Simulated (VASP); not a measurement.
Write the native input for VASP 6.6.1 that does the following.

```
Task                               : electrostatic potential
Functional                         : HSE06
Potentials or basis                : VASP PAW PBE potentials, release 64 (Na_pv, Cl)
Cutoff                             : 520 eV
k mesh                             : 6 × 6 × 6
Occupations                        : gaussian, width 0.02 eV
Spin                               : no spin polarisation
Grid for exact exchange (PRECFOCK) : Fast
Screening parameter                : 0.2 1/A
Further INCAR settings             : ALGO = Normal; EDIFF = 1e-06
```

Crystal: NaCl.

```
CELL_PARAMETERS angstrom
0.00000 2.77719 2.77719
2.77719 0.00000 2.77719
2.77719 2.77719 0.00000
ATOMIC_POSITIONS crystal
Na 0.00000 0.00000 0.00000
Cl 0.50000 0.50000 0.50000
```

The cell was built by a generator and needn't be a form met in nature.

One way to write it, as run:

POSCAR

```
NaCl                                    
1.0
    0.0000000000      2.7771875566      2.7771875566
    2.7771875566      0.0000000000      2.7771875566
    2.7771875566      2.7771875566      0.0000000000
  Na              Cl            
     1     1
Direct
     0.0000000000000000    0.0000000000000000    0.0000000000000000
     0.5000000000000000    0.5000000000000000    0.5000000000000000
```

INCAR.step1

```
SYSTEM = NaCl
PREC = Accurate ; ENCUT = 520
EDIFF = 1E-5 ; ISMEAR = 0
SIGMA = 0.02 ; LREAL = .False.
LASPH = .True. ; NELM = 100
ALGO = Normal ; ISIF = 2
LWAVE = .True. ; GGA = PE
KPAR = 4
```

INCAR.step2

```
SYSTEM = NaCl
PREC = Accurate ; ENCUT = 520
EDIFF = 1E-6 ; ISMEAR = 0
SIGMA = 0.02 ; LREAL = .False.
LASPH = .True. ; NELM = 100
ALGO = Normal ; ISIF = 2
LWAVE = .False. ; LCHARG = .True.
GGA = PE ; LHFCALC = .True.
HFSCREEN = 0.2 ; PRECFOCK = Fast
LVHAR = .True. ; ISTART = 1
KPAR = 4
```

KPOINTS

```
Automatic mesh
0
Gamma
  6 6 6
  0 0 0
```

Potentials or basis: VASP PAW PBE potentials, release 64 (Na_pv, Cl).

Launch:

```bash
$ cat potpaw_PBE.64/Na_pv/POTCAR potpaw_PBE.64/Cl/POTCAR > POTCAR
$ cp INCAR.step1 INCAR
$ mpirun -np 4 vasp_std > vasp.out
$ cp INCAR.step2 INCAR
$ mpirun -np 4 vasp_std > vasp.out
```

It gave:

```yaml
Pressure: 1.5 GPa
Band_gap_on_the_k_mesh: 6.69 eV, direct
```

Caveat: the PAW data sets were made with another functional, which shifts forces and pressure a little.

Run time: 71 s on 4 MPI ranks on Intel(R) Xeon(R) Platinum 8488C (Sapphire Rapids), with other jobs on the host, peak memory 0.25 GiB a rank.
